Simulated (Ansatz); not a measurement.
C:

```xyz
8
Lattice="2.5221 0.0000 0.0000 -1.2611 2.1842 0.0000 0.0000 0.0000 8.2371" Properties=species:S:1:pos:R:3 pbc="T T T"
C     1.2611    0.7281    6.9501
C     0.0000    1.4561    2.8315
C     1.2611    0.7281    5.4056
C     0.0000    1.4561    1.2870
C     0.0000    0.0000    7.4649
C     0.0000    0.0000    3.3463
C     0.0000    0.0000    4.8908
C     0.0000    0.0000    0.7722
```

This is a hexagonal form of diamond, not graphite.

Base run:

| Property | Result |
| --- | --- |
| Program | Ansatz 0.2.0 |
| Functional | RPBE |
| Potentials or basis | Ansatz PAW |
| Cutoff | 420 eV (not typed: the program's choice for these potentials) |
| k mesh | 12 × 12 × 4 |
| Occupations | fermi-dirac, width 0.05 eV |
| Spin | no spin polarisation |

Its results: band gap on the k mesh 4.42 eV, indirect (least direct gap 5.20 eV); pressure 8.4 GPa; largest force 0.327 eV/Å.

Q: After a change of settings the same cell gave: band gap on the k mesh 4.38 eV, indirect (least direct gap 5.14 eV); pressure -12.6 GPa; largest force 0.332 eV/Å. Which change was it?
A. functional from RPBE to BLYP
B. functional from RPBE to r2SCAN; cutoff from 420 eV (not typed: the program's choice for these potentials) to 500 eV (not typed: the program's choice for these potentials)
C. functional from RPBE to LDA
D. functional from RPBE to PBEsol

A: C.

LDA binds more tightly than RPBE, so the same cell stands under less pressure.

Caveats: the PAW data sets come from PBE, with cores solved anew for the run's functional, which leaves a small shift of forces and pressure.
